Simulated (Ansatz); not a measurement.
Write the native input for Ansatz 0.2.0 that does the following.

```
Task                                : band structure
Functional                          : PBE0
Potentials or basis                 : Ansatz PAW
Cutoff                              : 420 eV (not typed: the program's choice for these potentials)
k mesh                              : 8 × 8 × 8
Occupations                         : fermi-dirac, width 0.05 eV
Spin                                : no spin polarisation
Path                                : [["G", "X", "Y", "S", "G", "Z", "S1", "N", "P", "Y1", "Z"], ["X", "P"]]
Points for each segment of the path : 4
```

TiO2 (Anatase):

```xyz
6
Lattice="-1.8921 1.8921 4.7573 1.8921 -1.8921 4.7573 1.8921 1.8921 -4.7573" Properties=species:S:1:pos:R:3 pbc="T T T"
Ti    0.0000    1.8921    2.3786
Ti    0.0000    0.0000    0.0000
O     0.0000    0.0000    7.5346
O     0.0000    1.8921    0.3987
O     0.0000    1.8921    4.3586
O     0.0000    0.0000    1.9800
```

The input as run:

input

```
crystal:
  lattice:
    - [-1.8921, 1.8921, 4.7573]
    - [1.8921, -1.8921, 4.7573]
    - [1.8921, 1.8921, -4.7573]
  atoms:
    - { symbol: Ti, position: [0.75, 0.25, 0.5] }
    - { symbol: Ti, position: [0.0, 0.0, 0.0] }
    - { symbol: O, position: [0.7919, 0.7919, 0.0] }
    - { symbol: O, position: [0.5419, 0.0419, 0.5] }
    - { symbol: O, position: [0.9581, 0.4581, 0.5] }
    - { symbol: O, position: [0.2081, 0.2081, 0.0] }
hamiltonian:
  xc: pbe0
  pseudopotentials: { kind: paw }
kpoints:
  mp_grid: { grid: [8, 8, 8] }
  band_path:
    path:
      - [[0.0, 0.0, 0.0], [-0.5, 0.5, 0.0], [-0.5, 0.5, -0.0790928267], [-0.2895464134, 0.2895464134, -0.2895464134], [0.0, 0.0, 0.0], [0.5, 0.5, -0.5], [0.2895464134, 0.7104535866, -0.7104535866], [0.0, 0.5, -0.5], [-0.25, 0.75, -0.25], [0.0790928267, 0.9209071733, -0.5], [0.5, 0.5, -0.5]]
      - [[-0.5, 0.5, 0.0], [-0.25, 0.75, -0.25]]
    npoints: 4
scf:
  occupations: { method: fermi_dirac, width: 0.05 }
  n_extra_bands: 15
output:
  forces: true
  stress: true
  eigenvalues: true
  fatbands: false
```

It gave:

```json
{
  "Pressure": "-2.2 GPa",
  "Largest force": "0.158 eV/Å",
  "Band gap on the k mesh": "4.40 eV, indirect (least direct gap 4.72 eV)",
  "Band gap along the path": "4.40 eV, indirect (least direct gap 4.72 eV)"
}
```

Caveat: the pressure holds a Pulay correction of +0.5 GPa for the finite cutoff; the PAW data sets come from PBE, with cores solved anew for the run's functional, which leaves a small shift of forces and pressure; the thresholds are loose for stress.

Wall time 5.8 min on 1 × NVIDIA H100 80GB HBM3 with 2 threads of AMD EPYC 7R13 Processor (Zen 3), on a shared host, peak memory 6.7 GiB.
